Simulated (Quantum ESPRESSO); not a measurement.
The system is P.

```
P
1.0
    -1.69151    2.51517    1.85894
     1.69151   -2.51517    1.85894
     1.69151    2.51517   -1.85894
P
2
Direct
  0.69669 0.94669 0.75000
  0.30331 0.05331 0.25000
```

This isn't the form of P at room conditions, which is orthorhombic.

```yaml
Program: Quantum ESPRESSO 7.5
Task: single point
Functional: PBE
Potentials_or_basis: SSSP 1.3 efficiency PBE
Cutoff: 748 eV
Density_cutoff: 5987 eV
k_mesh: 11 × 11 × 11
Occupations: fermi-dirac, width 0.05 eV
Spin: no spin polarisation
```

On this cell: pressure 2.8 GPa; largest force 0.390 eV/Å; band gap on the k mesh none (metal or under the smearing width).

The same run follows on a disturbed copy (atoms moved at random, drawn with an rms of 0.05 Å):

```
P
1.0
    -1.69151    2.51517    1.85894
     1.69151   -2.51517    1.85894
     1.69151    2.51517   -1.85894
P
2
Direct
  0.69922 0.96152 0.77182
  0.30243 0.04905 0.24301
```

Problem. What does the disturbed cell give?

Solution. The energy (extrapolated to zero smearing) moves by +15.8 meV/atom; pressure 3.7 GPa; largest force 0.921 eV/Å; band gap on the k mesh none (metal or under the smearing width).

Forces in eV/Å, atoms in the order of the input:
```
P   -0.680 -0.046  0.619
P    0.680  0.046 -0.619
```

Stress tensor (GPa, compression positive):
```
 4.94 -0.02 -3.27
-0.02  1.85 -0.64
-3.27 -0.64  4.30
```
